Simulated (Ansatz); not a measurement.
**C (C2/m): scan of the energy under strain in Python**

What does a strain cost in C (C2/m)? A script is to give a scan of the energy under strain; the system is C (C2/m).

Program: Ansatz 0.2.0 through its Python package. Level of theory: DFT PBEsol, plane waves, PAW. These are calculated values, not measurements.

### 1 The structure

The structure is monoclinic, space group C2/m (No. 12). Conventional cell: a = 4.255 Å, b = 2.457 Å, c = 3.765 Å, α = 90.00°, β = 111.49°, γ = 90.00°. C (site symmetry m) is surrounded by 3 C at 1.42 Å.

No structure file is read: the coordinates are typed or built in the script.

### 2 Script

File strain_c.py:

```python
"""A uniaxial strain scan of C."""

import warnings

import ansatz as az
import numpy as np

vectors0 = np.array([
    [2.12732, -1.228282, 0.0],
    [2.12732, 1.228282, 0.0],
    [-1.37907, 0.0, 3.50283],
])
sites = [
    ("C", (0.833356, 0.833356, 9.3e-05)),
    ("C", (0.166644, 0.166644, 0.999907)),
]


def crystal_on(cell):
    crystal = az.Crystal(lattice=az.Lattice.of(cell))
    for symbol, position in sites:
        crystal = crystal.atom(symbol, position)
    return crystal

warnings.simplefilter("ignore", az.DeckWarning)

# clamped ions: the fractional positions stay as typed
values = np.linspace(-0.03, 0.03, 5)
energies = []
for d in values:
    strain = np.diag([0, 0, d])
    cell = vectors0 @ (np.eye(3) + strain)
    setup = (
        crystal_on(cell).calculation()
        .pseudopotentials("paw")
        .occupations("fermi_dirac", width=0.1)
        .basis(34 * az.Ry)
        .functional("pbesol")
        .kpoints(16, 16, 10)
        .stress()
    )
    r = setup.run().report
    energies.append(r["free_energy_ev"] / len(sites))
    s = r["stress_gpa"]
    print(f"d = {d:+.4f}  stress xx yy zz xy (GPa, compression positive): {s[0][0]:8.3f} {s[1][1]:8.3f} {s[2][2]:8.3f} {s[0][1]:8.3f}")
energies = np.array(energies)

for value, e in zip(values, energies):
    print(f"strain {value:7.3f}   E - Emin = {1000 * (e - energies.min()):9.3f} meV/atom")
np.savetxt("strain.csv", np.column_stack([values, energies]), fmt="%.6f", delimiter=",", header="strain,energy_eV_per_atom")
curvature = 2 * np.polyfit(values, energies, 3)[1]
volume = abs(np.linalg.det(vectors0)) / len(sites)
print(f"d2E/dd2 over the volume: {curvature / volume * 160.21766:.1f} GPa")
```

### 3 The input behind the calls

The engine receives this input (first run):

```yaml
crystal:
  lattice:
    - [2.12732, -1.228282, 0.0]
    - [2.12732, 1.228282, 0.0]
    - [-1.37907, 0.0, 3.3977451]
  atoms:
    - { symbol: C, position: [0.833356, 0.833356, 9.3e-05] }
    - { symbol: C, position: [0.166644, 0.166644, 0.999907] }
basis:
  ecutwfc: 462.593566181796
kpoints:
  mp_grid:
    grid: [16, 16, 10]
hamiltonian:
  xc: pbesol
  pseudopotentials:
    kind: paw
scf:
  occupations:
    method: fermi_dirac
    width: 0.1
output:
  stress: true
```

### 4 The run

Started as:

```
$ python strain_c.py
```

**Question.** How much energy does this uniaxial strain cost, and what curvature follows?

As calculated:

| quantity | value |
| --- | --- |
| curvature under the strain | 16.3 GPa |
| runs compared | 5 |
| range of energy | 1.87 meV/atom |
| lowest point, strain | 0.030 |

What this shows: Against the unstrained cell the energy per atom changes by +1.35 meV at one end of the scan and -0.51 meV at the other, and its second derivative over the volume is 16.3 GPa. The minimum lies outside the range, as the cell stands under stress. Reading the output:
- Within a few hundredths of an angstrom the cell has the higher group R-3m; the lower one is a small distortion.
- The curvature belongs to this strain pattern and to the cell's stress; it equals a single elastic constant only for simple patterns.
- The ions keep their fractional positions (clamped ions). Whether this is the phase that is stable at ambient conditions was not tested.
